**Near-degenerate levels at the zone centre of NiSi₂**

Rows 7 and 8 break the pattern. At the zone centre, point 4, two pairs of levels nearly coincide, one 4 meV apart and the other 6 meV, while at the other three points no two neighbouring levels come closer than 104 meV. The cubic symmetry of the parent crystal accounts for the near coincidence. The small splitting that remains is most likely the mark of atoms standing slightly off their ideal sites.

Kohn-Sham levels of NiSi₂ from OpenMX 3.8.5 with the PBE functional, the OpenMX 2013 PBE potentials and standard basis, collinear spins and no spin-orbit coupling. The 3-atom cell has its atoms displaced at random by about 0.05 Å, and the k mesh is 9×9×9, centred on Γ, with Fermi-Dirac smearing of 0.05 eV. Levels are counted from the Fermi energy.

| row | level point (row) | level under 4 (eV) | level under 3 (eV) | level under 2 (eV) | level under 1 (eV) | level over 1 (eV) | level over 2 (eV) | level spin |
| --- | --- | --- | --- | --- | --- | --- | --- | --- |
| 1 | 1 | -3.061 | -2.156 | -1.704 | -0.044 | 2.721 | 5.286 | up |
| 2 | 1 | -3.061 | -2.156 | -1.704 | -0.044 | 2.721 | 5.286 | down |
| 3 | 2 | -3.765 | -3.661 | -2.934 | -2.793 | 0.149 | 3.640 | up |
| 4 | 2 | -3.765 | -3.661 | -2.934 | -2.793 | 0.149 | 3.640 | down |
| 5 | 3 | -3.492 | -3.078 | -1.318 | -0.998 | 0.854 | 3.327 | up |
| 6 | 3 | -3.492 | -3.078 | -1.318 | -0.998 | 0.854 | 3.327 | down |
| 7 | 4 | -5.314 | -3.644 | -3.640 | -0.122 | 1.683 | 1.689 | up |
| 8 | 4 | -5.314 | -3.644 | -3.640 | -0.122 | 1.683 | 1.689 | down |

Each row lists four levels under the Fermi energy and two over it, in eV, with "level under 1" and "level over 1" the nearest on either side. The spin-up and spin-down rows of each point are identical, so the table holds four independent sets of levels. The structure is that of fluorite, with the atoms displaced at random by about 0.05 Å and the shape of the cell left cubic.

**How unusual the close pairs are**

Suppose that levels fell at random, without regard to one another, at a mean spacing d. The chance that a given pair of neighbours lies closer than a small distance s would then be about s/d. Averaged over points 1 to 3, the spacing of the levels under the Fermi energy is d = 0.72 eV. For the lower pair at point 4 the chance is therefore 0.004/0.72, or about 0.6 percent, and for the upper pair, set against the mean spacing of 2.84 eV between the two levels over the Fermi energy at points 1 to 3, it is about 0.2 percent.

The same picture is consistent with the points where symmetry asks for nothing. Points 1 to 3 supply nine spacings under the Fermi energy, and the smallest of nine random spacings should be near 0.72/9 = 0.08 eV. The table has 0.104 eV. This is a weak test, because the same points set the mean and a single smallest spacing can easily be half or twice the expected one.

**Why levels meet at the zone centre**

An electron state at the zone centre has the same phase in every cell, so it has no direction of travel. In the ideal crystal the three cube axes are then equivalent, and states that a rotation turns into one another must have the same energy. At points 1 to 3 the phase advances from cell to cell in a definite direction, and only one mirror plane of the crystal leaves that direction unchanged. A single mirror sorts states into even and odd ones but makes no two of them equal.

The number of levels that meet also tells which orbitals they come from. In the fluorite structure at the zone centre, s orbitals give single levels, p orbitals give triplets, and the d orbitals of nickel give one triplet and one doublet. The lower pair, at −3.644 and −3.640 eV, has no other level within 1.6 eV, so it is a complete doublet, unless two single levels happen to meet there. Among the valence orbitals, only the two nickel d orbitals whose lobes point along the cube axes form one.

The same count identifies the level at −0.122 eV. It stands alone, so it must come from s orbitals. The upper pair may be a doublet or two members of a triplet, and symmetry alone doesn't settle its origin. These assignments hold for the ideal crystal, and small displacements blur them only slightly.

**Why the doublet splits so little**

With every atom on its ideal site the two d levels would coincide exactly. Displacements remove the symmetry that holds them together, yet the effect is weak, and a half-turn shows why. Take a small displacement of any atom along z, and rotate the crystal by 180° about the x axis through a nickel atom. The ideal crystal is unchanged and so are both d orbitals, but the displacement now points along −z.

Displacements of +u and −u must therefore split the doublet in the same way. A splitting proportional to u would need an energy matrix that changes sign with u, and the half-turn forbids that. Displacements along x and y obey the same rule, with another cube axis for the rotation. The rule protects only the doublet. A triplet can split in proportion to u when the two silicon atoms move against each other, so the argument doesn't cover the upper pair if that is part of a triplet.

What remains for the doublet is a second-order effect. Its size can be judged from the part in which the displacement mixes the doublet with other levels:

splitting ≈ (D·u)²/W

Here D is the coupling in eV per Å, u is the displacement, and W is the distance to a level that mixes in. Only triplets can mix in this way, and the table doesn't show whether the nearest listed level, 1.67 eV away, belongs to one. It serves here as a rough guide. The observed 0.004 eV then requires D·u = √(0.004 × 1.67) = 0.08 eV, and with u = 0.05 Å the coupling is D ≈ 1.6 eV/Å. Only the order of magnitude counts, but a coupling of about one eV per Å is a plausible size for valence levels in a bonded solid.

A first-order effect of the same strength would have split the doublet by D·u itself, 0.08 eV, or twenty times as much. The second-order picture thus needs only an ordinary coupling to match the splitting. It remains an argument from symmetry and size, because the displacements were not varied. The numerical grid of the calculation can also lift degeneracies by small amounts, and the levels are printed to 1 meV, which is a quarter of the splitting. A run with the atoms on their ideal sites would separate the two causes.

**What carries over**

Two limits help with neighbouring cases. If the displacements are the cause of the doublet splitting, halving them should reduce it to a quarter, about 1 meV. If instead the cell were stretched along one cube axis, as in a film strained on a cube face, the half-turn would leave the stretch unchanged and the protection would be lost. The same d doublet would then split in proportion to the strain. A clear splitting of this doublet therefore points to a cell stretched or squeezed along a cube axis sooner than to atoms slightly out of place. A stretch along a body diagonal would leave the doublet whole, because a threefold axis remains.

For practical use, one reading of the table must be avoided. At each point the levels nearest the Fermi energy on either side are at least 1.8 eV apart, which looks like the gap of a semiconductor. It is only the distance between levels at one point. On the full mesh of points the calculation finds no gap, and the material is a metal.
